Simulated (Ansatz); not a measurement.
# KBr: the cost of one run

Method: DFT PBEsol, scalar-relativistic, plane waves, PAW, in Ansatz 0.2.0.

The COD entry's cell or inner coordinates are ideal or old and differ from later refinements, so a difference from it is no clean test against experiment.

## 1. The system as given

Symmetry: Fm-3m, No. 225, cubic system. Conventional cell: a = 6.585 Å, b = 6.585 Å, c = 6.585 Å, α = 90.00°, β = 90.00°, γ = 90.00°. K (site symmetry m-3m) is surrounded by 6 Br at 3.29 Å. Br (site symmetry m-3m) has 6 K at 3.29 Å as nearest neighbours.

As a file:

```
K Br
1.0
     0.00000    3.29250    3.29250
     3.29250    0.00000    3.29250
     3.29250    3.29250    0.00000
K Br
1 1
Direct
  0.00000 0.00000 0.00000
  0.50000 0.50000 0.50000
```

The cell is taken as given, not relaxed at this level.

## 2. The undisturbed cell

Input file input.yaml:

```yaml
crystal:
  lattice:
    - [0.0, 3.2925, 3.2925]
    - [3.2925, 0.0, 3.2925]
    - [3.2925, 3.2925, 0.0]
  atoms:
    - { symbol: K, position: [0.0, 0.0, 0.0] }
    - { symbol: Br, position: [0.5, 0.5, 0.5] }
basis:
  ecutwfc: 420
kpoints:
  mp_grid: { grid: [6, 6, 6] }
hamiltonian:
  xc: pbesol
scf:
  occupations: { method: gaussian, width: 0.05 }
output:
  forces: true
  stress: true
  eigenvalues: true
```

**Question.** How long does this run take on 1 thread of an Arm CPU, shared host, and how much memory does it need?

About 1.1 s, with a peak of 0.27 GiB.
